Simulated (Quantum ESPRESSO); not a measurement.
# FePt (Tetraferroplatinum) (P4/mmm) in Quantum ESPRESSO: a series of runs

Runs on FePt (Tetraferroplatinum). Level: PBEsol. Tasks: single point.

All numbers are computed with Quantum ESPRESSO 7.5; they aren't measurements. Logs are shortened: lines on timing, memory, paths and dates and some standing lists are left out, and cuts for length are marked.

## (1) The crystal as given

The structure is tetragonal, space group P4/mmm (No. 123). Conventional cell: a = 2.724 Å, b = 2.724 Å, c = 3.720 Å, α = 90.00°, β = 90.00°, γ = 90.00°. Pt (site symmetry 4/mmm) is surrounded by 8 Fe at 2.68 Å and 4 Pt at 2.72 Å. Fe (site symmetry 4/mmm) is surrounded by 8 Pt at 2.68 Å and 4 Fe at 2.72 Å.

## (2) Single point, PBEsol

Contents of pw.in:

```
&CONTROL
  calculation = 'scf'
  prefix = 'pwscf'
  outdir = './tmp'
  pseudo_dir = './pseudo'
  tprnfor = .true.
  tstress = .true.
  disk_io = 'nowf'
/
&SYSTEM
  ibrav = 0
  nat = 2
  ntyp = 2
  ecutwfc = 56
  ecutrho = 448
  nbnd = 24
  occupations = 'smearing'
  smearing = 'fd'
  degauss = 0.00367493
/
&ELECTRONS
  conv_thr = 4d-10
  electron_maxstep = 120
  mixing_beta = 0.5
/
ATOMIC_SPECIES
Pt   195.0840 pt_pbesol_v1.4.uspp.F.UPF
Fe    55.8450 fe_pbesol_v1.5.uspp.F.UPF
CELL_PARAMETERS bohr
   5.1466691004    0.0000000000    0.0000000000
   0.0000000000    5.1466691004    0.0000000000
   0.0000000000    0.0000000000    7.0297811836
ATOMIC_POSITIONS bohr
Pt     2.5733345502    2.5733345502    3.5148905918
Fe     0.0000000000    0.0000000000    0.0000000000
K_POINTS automatic
8 8 6 0 0 0
```

Potentials or basis: GBRV 1.5 PBEsol.

The run is started by

```console
$ OMP_NUM_THREADS=1 mpirun -n 2 pw.x -nk 2 -in pw.in > pw.out
```

pw.out:

```text
This program is part of the open-source Quantum ESPRESSO suite
     for quantum simulation of materials; please cite
[... 13 lines left out ...]
     --------------------
     sticks:   dense  smooth     PW     G-vecs:    dense   smooth      PW
     Sum         949     481    145                29907    10593    1891

     Using Slab Decomposition

     bravais-lattice index     =            0
     lattice parameter (alat)  =       5.1467  a.u.
     unit-cell volume          =     186.2063 (a.u.)^3
     number of atoms/cell      =            2
     number of atomic types    =            2
     number of electrons       =        32.00
     number of Kohn-Sham states=           24
     kinetic-energy cutoff     =      56.0000  Ry
     charge density cutoff     =     448.0000  Ry
     scf convergence threshold =      4.0E-10
     mixing beta               =       0.5000
     number of iterations used =            8  plain     mixing
     Exchange-correlation= SLA  PW   PSX  PSC
                           (   1   4  10   8   0   0   0)

     celldm(1)=   5.146669  celldm(2)=   0.000000  celldm(3)=   0.000000
     celldm(4)=   0.000000  celldm(5)=   0.000000  celldm(6)=   0.000000

     crystal axes: (cart. coord. in units of alat)
               a(1) = (   1.000000   0.000000   0.000000 )
               a(2) = (   0.000000   1.000000   0.000000 )
               a(3) = (   0.000000   0.000000   1.365889 )

     reciprocal axes: (cart. coord. in units 2 pi/alat)
               b(1) = (  1.000000  0.000000  0.000000 )
               b(2) = (  0.000000  1.000000  0.000000 )
               b(3) = (  0.000000  0.000000  0.732124 )

     PseudoPot. # 1 for Pt read from file:
     pt_pbesol_v1.4.uspp.F.UPF
     Pseudo is Ultrasoft + core correction, Zval = 16.0
     Generated by new atomic code, or converted to UPF format
     Using radial grid of  985 points,  6 beta functions with:
                l(1) =   0
                l(2) =   0
                l(3) =   1
                l(4) =   1
                l(5) =   2
                l(6) =   2
     Q(r) pseudized with  8 coefficients,  rinner =    1.300   1.300   1.300
                                                       1.300   1.300

     PseudoPot. # 2 for Fe read from file:
     fe_pbesol_v1.5.uspp.F.UPF
     Pseudo is Ultrasoft + core correction, Zval = 16.0
     Generated by new atomic code, or converted to UPF format
     Using radial grid of  861 points,  6 beta functions with:
                l(1) =   0
                l(2) =   0
                l(3) =   1
                l(4) =   1
                l(5) =   2
                l(6) =   2
     Q(r) pseudized with  8 coefficients,  rinner =    1.000   1.000   1.000
                                                       1.000   1.000

     atomic species   valence    mass     pseudopotential
     Pt               16.00   195.08400     Pt( 1.00)
     Fe               16.00    55.84500     Fe( 1.00)

     16 Sym. Ops., with inversion, found

   Cartesian axes

     site n.     atom                  positions (alat units)
         1        Pt     tau(   1) = (   0.5000000   0.5000000   0.6829447  )
         2        Fe     tau(   2) = (   0.0000000   0.0000000   0.0000000  )

     number of k points=    60  Fermi-Dirac smearing, width (Ry)=  0.0037
                       cart. coord. in units 2pi/alat
        k(    1) = (   0.0000000   0.0000000   0.0000000), wk =   0.0052083
        k(    2) = (   0.0000000   0.0000000   0.1220206), wk =   0.0104167
        k(    3) = (   0.0000000   0.0000000   0.2440412), wk =   0.0104167
        k(    4) = (   0.0000000   0.0000000  -0.3660618), wk =   0.0052083
        k(    5) = (   0.0000000   0.1250000   0.0000000), wk =   0.0208333
        k(    6) = (   0.0000000   0.1250000   0.1220206), wk =   0.0416667
[... 52 lines left out ...]
        k(   59) = (  -0.5000000  -0.5000000   0.2440412), wk =   0.0104167
        k(   60) = (  -0.5000000  -0.5000000  -0.3660618), wk =   0.0052083

     Dense  grid:    29907 G-vectors     FFT dimensions: (  36,  36,  48)

     Smooth grid:    10593 G-vectors     FFT dimensions: (  25,  25,  36)

     Check: negative core charge=   -0.000018

     Initial potential from superposition of free atoms

     starting charge      30.5000, renormalised to      32.0000

     negative rho (up, down):  1.906E-01 0.000E+00
     Starting wfcs are   25 randomized atomic wfcs

     Self-consistent Calculation

     iteration #  1     ecut=    56.00 Ry     beta= 0.50
     Davidson diagonalization with overlap
     ethr =  1.00E-02,  avg # of iterations =  4.1

     negative rho (up, down):  1.670E-01 0.000E+00

     total energy              =    -455.69463018 Ry
     estimated scf accuracy    <       9.29233940 Ry

     iteration #  2     ecut=    56.00 Ry     beta= 0.50
     Davidson diagonalization with overlap
     ethr =  1.00E-02,  avg # of iterations =  3.1
[... 96 lines left out ...]
     iteration # 13     ecut=    56.00 Ry     beta= 0.50
     Davidson diagonalization with overlap
     ethr =  9.50E-12,  avg # of iterations =  2.9

     negative rho (up, down):  1.733E-01 0.000E+00

     End of self-consistent calculation

          k = 0.0000 0.0000 0.0000 (  1313 PWs)   bands (ev):

   -66.9343 -33.6114 -33.4470 -33.4470 -33.0714 -33.0648 -33.0648  10.1301
    13.4882  13.5810  16.7701  16.7701  18.0062  18.3698  19.2046  20.0536
    20.3432  20.3432  22.0768  29.8355  31.4774  31.4774  36.6785  38.9225

          k = 0.0000 0.0000 0.1220 (  1321 PWs)   bands (ev):

   -66.9343 -33.5978 -33.4430 -33.4430 -33.0880 -33.0689 -33.0689  10.4592
    13.5617  13.7266  16.8785  16.8785  17.8687  18.4305  19.0191  19.9793
    20.0417  20.0417  20.6614  31.6717  32.2033  32.2033  36.2905  39.2450
[... 97 lines left out ...]
          k = 0.0000-0.5000 0.2440 (  1316 PWs)   bands (ev):

   -66.9248 -33.7605 -33.5689 -33.4057 -33.1341 -33.1015 -33.0731  13.3524
    13.4737  16.0205  16.4000  17.0115  18.1415  18.2097  18.4146  19.9197
    19.9270  20.7038  20.8582  25.5317  27.5472  35.7847  36.5307  38.0493

          k = 0.0000-0.5000-0.3661 (  1316 PWs)   bands (ev):

   -66.9248 -33.7698 -33.5843 -33.4056 -33.1196 -33.0920 -33.0731  13.2391
    13.3118  16.2869  16.4070  16.8370  18.2510  19.1939  19.2670  19.8288
    20.0947  20.1175  20.1436  24.7456  26.9501  35.7004  36.0776  38.5711

          k = 0.1250 0.1250 0.0000 (  1313 PWs)   bands (ev):

   -66.9316 -33.5872 -33.4881 -33.4787 -33.0897 -33.0851 -33.0770  10.9405
    14.0038  14.0368  16.3357  16.7034  17.8215  18.2259  18.8338  19.2472
    19.6186  20.3555  24.5296  29.1682  30.0545  30.9315  37.4796  39.2141
[... 79 lines left out ...]
          k = 0.1250-0.5000 0.2440 (  1318 PWs)   bands (ev):

   -66.9234 -33.7525 -33.5591 -33.4503 -33.1374 -33.1056 -33.0860  13.6241
    13.9033  15.6854  16.0534  16.5762  18.0895  18.1545  18.4110  19.9827
    20.1162  21.3863  21.5949  25.6254  27.5305  35.2732  35.9944  37.1212

          k = 0.1250-0.5000-0.3661 (  1316 PWs)   bands (ev):

   -66.9234 -33.7599 -33.5724 -33.4492 -33.1261 -33.0962 -33.0880  13.4314
    13.8624  15.6911  16.4887  16.5704  18.2824  18.4400  18.5392  19.7838
    20.0676  21.5060  21.5817  24.7423  26.8836  35.7403  35.9168  36.3916

          k = 0.2500 0.2500 0.0000 (  1329 PWs)   bands (ev):

   -66.9249 -33.5865 -33.5710 -33.5352 -33.1285 -33.1112 -33.1066  12.8915
    14.7591  15.4018  15.4976  15.7057  16.8042  18.7967  18.8640  19.0610
    19.5729  20.3840  27.1505  27.9779  28.3864  30.8268  36.9656  37.2219
[... 55 lines left out ...]
          k = 0.2500-0.5000 0.2440 (  1318 PWs)   bands (ev):

   -66.9201 -33.7332 -33.5618 -33.5284 -33.1477 -33.1247 -33.1080  13.9271
    14.6086  15.1841  15.7547  16.2057  17.9540  18.1514  18.9510  19.8991
    20.1185  22.9691  22.9945  26.0921  27.6062  33.0153  33.1003  35.2624

          k = 0.2500-0.5000-0.3661 (  1328 PWs)   bands (ev):

   -66.9201 -33.7355 -33.5536 -33.5420 -33.1435 -33.1238 -33.1070  13.9254
    14.6086  15.3033  15.6835  17.0558  17.4907  18.0007  18.9006  19.6695
    20.0178  23.6269  23.6611  24.8229  26.8132  33.1881  34.1152  34.9083

          k = 0.3750 0.3750 0.0000 (  1314 PWs)   bands (ev):

   -66.9183 -33.6838 -33.6776 -33.4970 -33.1455 -33.1360 -33.1226  13.3615
    14.5392  14.5890  14.6572  17.7960  18.7762  19.5696  19.7429  19.8154
    19.9242  20.4110  23.9718  28.2860  30.8582  31.2952  32.9271  33.7533
[... 31 lines left out ...]
          k = 0.3750-0.5000 0.2440 (  1326 PWs)   bands (ev):

   -66.9168 -33.7137 -33.6630 -33.5036 -33.1610 -33.1547 -33.1191  13.5911
    14.4733  14.8416  15.8747  17.3406  17.9401  18.6047  19.4231  19.8257
    20.1438  24.1788  24.4830  27.4237  28.0676  29.8893  30.7046  33.2118

          k = 0.3750-0.5000-0.3661 (  1328 PWs)   bands (ev):

   -66.9168 -33.7100 -33.6567 -33.5083 -33.1642 -33.1594 -33.1188  13.7894
    14.4759  14.9868  16.8055  17.0444  17.6473  17.7371  19.2327  19.7301
    20.1203  25.3704  25.7238  25.9973  27.1142  30.3684  31.0815  31.3457

          k =-0.5000-0.5000 0.0000 (  1328 PWs)   bands (ev):

   -66.9155 -33.7239 -33.7239 -33.4868 -33.1483 -33.1483 -33.1215  12.8676
    14.2797  14.2797  14.4997  19.9661  20.0794  20.1068  20.2742  20.4218
    20.4218  21.3801  21.3801  27.5480  30.2091  30.9643  32.0892  32.0892

          k =-0.5000-0.5000 0.1220 (  1332 PWs)   bands (ev):

   -66.9155 -33.7179 -33.7179 -33.4884 -33.1545 -33.1545 -33.1221  13.0092
    14.3690  14.3690  14.8596  19.1593  19.1593  19.6777  19.9170  20.0807
    20.2748  22.9846  22.9846  27.5677  29.2937  31.4939  31.4939  31.5846

          k =-0.5000-0.5000 0.2440 (  1320 PWs)   bands (ev):

   -66.9154 -33.7055 -33.7055 -33.4914 -33.1675 -33.1675 -33.1234  13.3212
    14.5870  14.5870  15.8509  17.9858  17.9858  18.8005  19.4950  20.0831
    20.2759  25.1700  25.1700  27.6933  28.3833  29.7167  29.9544  29.9544

          k =-0.5000-0.5000-0.3661 (  1344 PWs)   bands (ev):

   -66.9154 -33.6991 -33.6991 -33.4931 -33.1742 -33.1742 -33.1240  13.4956
    14.7272  14.7272  16.8926  17.5187  17.5187  17.7983  19.2593  20.0843
    20.2764  26.8396  26.8396  27.9470  28.0603  28.4648  28.4648  28.6793

     the Fermi energy is    19.6651 ev

!    total energy              =    -460.72718485 Ry
     estimated scf accuracy    <          3.4E-11 Ry
     smearing contrib. (-TS)   =      -0.00245320 Ry
     internal energy E=F+TS    =    -460.72473165 Ry

     The total energy is F=E-TS. E is the sum of the following terms:
     one-electron contribution =    -144.04424130 Ry
     hartree contribution      =      94.96187826 Ry
     xc contribution           =     -85.36895739 Ry
     ewald contribution        =    -326.27341122 Ry

     convergence has been achieved in  13 iterations

     negative rho (up, down):  1.733E-01 0.000E+00

     Forces acting on atoms (cartesian axes, Ry/au):

     atom    1 type  1   force =     0.00000000    0.00000000    0.00000000
     atom    2 type  2   force =     0.00000000    0.00000000    0.00000000

     Total force =     0.000000     Total SCF correction =     0.000000

     Computing stress (Cartesian axis) and pressure

     negative rho (up, down):  1.733E-01 0.000E+00
          total   stress  (Ry/bohr**3)                   (kbar)     P=     -229.41
  -0.00162817   0.00000000   0.00000000         -239.51        0.00        0.00
   0.00000000  -0.00162817   0.00000000            0.00     -239.51        0.00
   0.00000000   0.00000000  -0.00142221            0.00        0.00     -209.21

=------------------------------------------------------------------------------=
   JOB DONE.
=------------------------------------------------------------------------------=
```

It took 11 s on 2 MPI ranks of Intel Xeon 6975P-C (Granite Rapids), shared host; peak memory 0.24 GiB.

What came out:

* Free energy: -6268.5127 eV
* Pressure: -22.9 GPa
* Band gap on the k mesh: none (metal or under the smearing width)

Stress tensor (GPa, compression positive):
```
-23.95   0.00   0.00
  0.00 -23.95   0.00
  0.00   0.00 -20.92
```

Spin-orbit coupling is left out, which matters for the levels of Pt. Spin polarisation is off, so any magnetic state and its effect on volume and gap are missing.

## (3) Single point, PBEsol, collinear spin, ferromagnetic start

pw.in, as its differences from that of step 2:

```diff
@@ -15,3 +15,3 @@
   ecutrho = 448
-  nbnd = 24
+  nbnd = 27
   occupations = 'smearing'
@@ -19,2 +19,5 @@
   degauss = 0.00367493
+  nspin = 2
+  starting_magnetization(1) = 0
+  starting_magnetization(2) = 0.1875
 /
@@ -23,3 +26,3 @@
   electron_maxstep = 120
-  mixing_beta = 0.5
+  mixing_beta = 0.3
 /
```

Potentials or basis: GBRV 1.5 PBEsol.

The run is started by

```console
$ OMP_NUM_THREADS=1 mpirun -n 2 pw.x -nk 2 -in pw.in > pw.out
```

Run time: 21 s. Hardware: 2 MPI ranks of Intel Xeon 6975P-C (Granite Rapids), shared host; peak memory 0.28 GiB.

Results (log left out):

```yaml
Free_energy: -6269.2985 eV
Pressure: -5.8 GPa
Band_gap_on_the_k_mesh: none (metal or under the smearing width)
Net_moment: 3.37 μB per cell
Absolute_moment: 3.52 μB per cell
Site_moments: Pt +0.41; Fe +3.01 μB
Valence_electrons_inside_the_program's_atomic_spheres: Pt 13.79; Fe 14.71
```

Stress tensor (GPa, compression positive):
```
-6.17  0.00  0.00
 0.00 -6.17  0.00
 0.00  0.00 -4.98
```

Levels at points of the mesh, in eV from the Fermi level:
Spin up:
```csv
k point,band 14,band 15,band 16,band 17,band 18,band 19,band 20,band 21,band 22,band 23
"(0.00, 0.00, 0.00)",-2.11,-1.88,-0.45,-0.37,-0.37,2.20,9.73,11.55,11.55,17.00
"(0.00, 0.00, -0.50)",-2.36,-2.36,-2.12,-2.12,-1.85,-0.76,15.57,15.58,16.15,16.15
"(0.00, -0.50, 0.00)",-2.62,-2.53,-2.19,-1.58,0.10,2.06,10.40,10.51,12.43,13.23
"(0.00, -0.50, -0.50)",-1.24,-0.83,-0.68,-0.54,-0.47,-0.38,4.71,6.76,16.04,16.32
"(-0.50, -0.50, 0.00)",-0.49,-0.46,-0.46,0.62,1.52,1.52,7.58,9.98,10.82,12.28
"(-0.50, -0.50, -0.50)",-2.30,-1.71,-1.13,0.62,6.84,6.84,7.60,8.31,8.40,8.45
```
Spin down:
```csv
k point,band 12,band 13,band 14,band 15,band 16,band 17,band 18,band 19
"(0.00, 0.00, 0.00)",-2.29,-0.68,-0.67,0.66,1.75,1.85,1.85,2.47
"(0.00, 0.00, -0.50)",-1.84,-1.84,-1.30,-0.48,0.24,0.60,0.60,1.49
"(0.00, -0.50, 0.00)",-2.38,-1.30,-1.07,-0.82,0.56,0.87,2.42,2.72
"(0.00, -0.50, -0.50)",-2.20,-0.47,-0.38,-0.34,1.02,1.67,1.71,1.72
"(-0.50, -0.50, 0.00)",1.01,1.31,1.75,1.75,1.75,1.93,1.93,1.94
"(-0.50, -0.50, -0.50)",-1.43,-1.27,-1.27,0.85,1.02,1.94,7.70,7.70
```

Spin-orbit coupling is left out, which matters for the levels of Pt.

## (4) Single point, PBEsol, collinear spin, ferromagnetic start

pw.in is that of step 3.

The run is started by

```console
$ OMP_NUM_THREADS=1 mpirun -n 2 pw.x -nk 2 -in pw.in > pw.out
```

Run time: 21 s. Hardware: 2 MPI ranks of Intel Xeon 6975P-C (Granite Rapids), shared host; peak memory 0.28 GiB.

The run converged. Its results:

- Free energy: -6269.2985 eV
- Pressure: -5.8 GPa
- Band gap on the k mesh: none (metal or under the smearing width)
- Net moment: 3.37 μB per cell
- Absolute moment: 3.52 μB per cell
- Site moments: Pt +0.41; Fe +3.01 μB
- Valence electrons inside the program's atomic spheres: Pt 13.79; Fe 14.71

Stress tensor (GPa, compression positive):
```
-6.17  0.00  0.00
 0.00 -6.17  0.00
 0.00  0.00 -4.98
```

Levels at points of the mesh, in eV from the Fermi level:
Spin up:
```tsv
k point	band 14	band 15	band 16	band 17	band 18	band 19	band 20	band 21	band 22	band 23
(0.00, 0.00, 0.00)	-2.11	-1.88	-0.45	-0.37	-0.37	2.20	9.73	11.55	11.55	17.00
(0.00, 0.00, -0.50)	-2.36	-2.36	-2.12	-2.12	-1.85	-0.76	15.57	15.58	16.15	16.15
(0.00, -0.50, 0.00)	-2.62	-2.53	-2.19	-1.58	0.10	2.06	10.40	10.51	12.43	13.23
(0.00, -0.50, -0.50)	-1.24	-0.83	-0.68	-0.54	-0.47	-0.38	4.71	6.76	16.04	16.32
(-0.50, -0.50, 0.00)	-0.49	-0.46	-0.46	0.62	1.52	1.52	7.58	9.98	10.82	12.28
(-0.50, -0.50, -0.50)	-2.30	-1.71	-1.13	0.62	6.84	6.84	7.60	8.31	8.40	8.45
```
Spin down:
```
              k point  band 11  band 12  band 13  band 14  band 15  band 16  band 17  band 18  band 19  band 20
   (0.00, 0.00, 0.00)    -2.29    -2.29    -0.68    -0.67     0.66     1.75     1.85     1.85     2.47    10.63
  (0.00, 0.00, -0.50)    -2.48    -1.84    -1.84    -1.30    -0.48     0.24     0.60     0.60     1.49    16.12
  (0.00, -0.50, 0.00)    -3.48    -2.38    -1.30    -1.07    -0.82     0.56     0.87     2.42     2.72    11.29
 (0.00, -0.50, -0.50)    -2.73    -2.20    -0.47    -0.38    -0.34     1.02     1.67     1.71     1.72     5.80
 (-0.50, -0.50, 0.00)    -4.75     1.01     1.31     1.75     1.75     1.75     1.93     1.93     1.94     8.47
(-0.50, -0.50, -0.50)    -1.95    -1.43    -1.27    -1.27     0.85     1.02     1.94     7.70     7.70     8.54
```

(Part 1 of 2 ends here.)
